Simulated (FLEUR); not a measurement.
Input of a FLEUR MaX-R8.1 (later development tree) run:

Contents of inp.xml:

```xml
<?xml version="1.0" encoding="UTF-8" standalone="no"?>
<fleurInput fleurInputVersion="0.39">
   <comment>
      ZnO                                                                                                 
   </comment>
   <calculationSetup>
      <cutoffs Kmax="5.16" Gmax="16.0" GmaxXC="16.0" numbands="0"/>
      <scfLoop itmax="60" minDistance="0.00001" maxIterBroyd="15" imix="Anderson" alpha="0.05" precondParam="0.0" spinf="2.0" sdNocoIR="T"/>
      <coreElectrons ctail="T" frcor="F" kcrel="0" coretail_lmax="0"/>
      <xcFunctional name="pbe" relativisticCorrections="F"/>
      <magnetism jspins="1"/>
      <soc l_soc="F" theta="0.0" phi="0.0" spav="F"/>
      <expertModes spex="0" secvar="F"/>
      <geometryOptimization l_f="T" forcealpha="1.0" forcemix="BFGS" epsdisp="0.0005" epsforce="0.0002"/>
      <ldaU l_linMix="F" mixParam="0.05" spinf="1.0"/>
   </calculationSetup>
   <cell>
      <bzIntegration valenceElectrons="52.0" mode="hist" fermiSmearingEnergy="0.00183747">
         <kPointListSelection listName="default-1"/>
         <!-- k-points included here -->
         <xi:include xmlns:xi="http://www.w3.org/2001/XInclude" href="kpts.xml"> </xi:include>
      </bzIntegration>
      <!-- symmetry operations included here -->
      <xi:include xmlns:xi="http://www.w3.org/2001/XInclude" href="sym.xml"> </xi:include>
      <bulkLattice scale="1.0">
         <bravaisMatrix>
            <row-1>    6.1403022144717765     0.0000000000000000     0.0000000000000000</row-1>
            <row-2>   -3.0701511072358882     5.3176577046085951     0.0000000000000000</row-2>
            <row-3>    0.0000000000000000     0.0000000000000000     9.8373642943653401</row-3>
         </bravaisMatrix>
      </bulkLattice>
   </cell>
   <atomSpecies>
      <species name="Zinc (Zn)" element="Zn" atomicNumber="30">
         <mtSphere radius="1.9" gridPoints="649" logIncrement="0.019"/>
         <atomicCutoffs lmax="8" lnonsphr="6"/>
         <electronConfig flipSpins="F">
            <coreConfig>(1s1/2) (2s1/2) (2p1/2) (2p3/2)</coreConfig>
            <valenceConfig>(3s1/2) (3p1/2) (3p3/2) (4s1/2) (3d3/2) (3d5/2)</valenceConfig>
         </electronConfig>
         <energyParameters s="4" p="4" d="3" f="4"/>
         <lo type="SCLO" l="0" n="3" eDeriv="0"/>
         <lo type="SCLO" l="1" n="3" eDeriv="0"/>
         <lo type="SCLO" l="1" n="3" eDeriv="1"/>
         <lo type="HELO" l="2" n="4" eDeriv="0"/>
         <lo type="HELO" l="2" n="4" eDeriv="1"/>
         <lo type="SCLO" l="3" n="4" eDeriv="2"/>
      </species>
      <species name="Oxygen (O)" element="O" atomicNumber="8">
         <mtSphere radius="1.45" gridPoints="497" logIncrement="0.021"/>
         <atomicCutoffs lmax="8" lnonsphr="6"/>
         <electronConfig flipSpins="F">
            <coreConfig>(1s1/2)</coreConfig>
            <valenceConfig>(2s1/2) (2p1/2) (2p3/2)</valenceConfig>
            <stateOccupation state="(2p1/2)" spinUp="0.666667" spinDown="0.666667"/>
            <stateOccupation state="(2p3/2)" spinUp="1.333333" spinDown="1.333333"/>
         </electronConfig>
         <energyParameters s="2" p="2" d="3" f="4"/>
         <lo type="SCLO" l="0" n="2" eDeriv="2"/>
         <lo type="SCLO" l="1" n="2" eDeriv="2"/>
         <lo type="SCLO" l="2" n="3" eDeriv="2"/>
      </species>
   </atomSpecies>
   <atomGroups>
      <atomGroup species="Zinc (Zn)">
         <relPos label="                   1">-1.000/3.000 1.000/3.000 .0000000000</relPos>
         <relPos label="                   2">1.000/3.000 -1.000/3.000 1.000/2.000</relPos>
         <force calculate="T" relaxXYZ="TTT"/>
      </atomGroup>
      <atomGroup species="Oxygen (O)">
         <relPos label="                   3">1.000/3.000 -1.000/3.000 -.1209900000</relPos>
         <relPos label="                   4">-1.000/3.000 1.000/3.000 .3790100000</relPos>
         <force calculate="T" relaxXYZ="TTT"/>
      </atomGroup>
   </atomGroups>
   <output dos="F" band="F" slice="F">
      <checks vchk="F" cdinf="F"/>
      <bandDOS minEnergy="-.5*Htr" maxEnergy="0.5*Htr" sigma="0.015" storeEVData="T"/>
      <vacuumDOS vacdos="F" integ="F" star="F" nstars="0" locx1="0.0" locy1="0.0" locx2="0.0" locy2="0.0" nstm="0" tworkf="0.0"/>
      <unfoldingBand unfoldBand="F" supercellX="1" supercellY="1" supercellZ="1"/>
      <plotting iplot="0" polar="F">
         <plot TwoD="T" vec1="  1.0  0.0  0.0" vec2="  0.0  1.0  0.0" vec3="  0.0  0.0  1.0" zero="  0.0  0.0  0.0" file="plot"/>
      </plotting>
      <chargeDensitySlicing numkpt="0" minEigenval="0.0" maxEigenval="0.0" nnne="0" pallst="F"/>
      <specialOutput eonly="F"/>
      <moessbauerParams electricFieldGradient="T" isomerShift="T" coreHyperfine="T" valenceHyperfine="T"/>
      <magneticCircularDichroism mcd="F" energyLo="-10.0" energyUp="0.0"/>
   </output>
  <!-- We include the file relax.xml here to enable relaxations (see documentation) -->
  <xi:include xmlns:xi="http://www.w3.org/2001/XInclude" href="relax.xml"> <xi:fallback/> </xi:include>
</fleurInput>
```

File crystal.txt:

```
ZnO
&input cartesian=F /
3.2493080000  0.0000000000  0.0000000000
-1.6246540000  2.8139832727  0.0000000000
0.0000000000  0.0000000000  5.2057090000
1.8897261246
1.0 1.0 1.0

4
30 0.6666666667  0.3333333333  0.0000000000
30 0.3333333333  0.6666666667  0.5000000000
8 0.3333333333  0.6666666667  0.8790100000
8 0.6666666667  0.3333333333  0.3790100000

&kpt div1=9 div2=9 div3=5 gamma=T /
```

Potentials or basis: all-electron, FLAPW.

Command:

```sh
$ inpgen -f crystal.txt -profile fastHighL
$ # inp.xml edited to the form shown
$ fleur_MPI
```

Problem. Estimate the band gap on the k mesh.

Solution. 0.82 eV, direct.

Problem. Predict the largest force.

Solution. 0.070 eV/Å.

Forces in eV/Å, atoms in the order of the input:
```
Zn   0.000  0.000 -0.070
Zn   0.000  0.000 -0.070
O    0.000  0.000  0.069
O    0.000  0.000  0.069
```

**What was measured.**

From “Electronic structure of alkaline earth and post-transition metal oxides”, 2009, arxiv:0908.1581, for a bulk crystal of ZnO: band gap 3.37 eV.

Against the measured gap of ZnO, 3.37 eV (quoted in “Electronic structure of alkaline earth and post-transition metal oxides”, 2009, arxiv:0908.1581), the calculated 0.82 eV is off by -2.55 eV. So large a miss can be the level of theory's own, or it may mean another phase, state or a wrong row. The value is that of PBE, without temperature or zero-point motion. Semilocal functionals fall short of measured gaps as a rule.
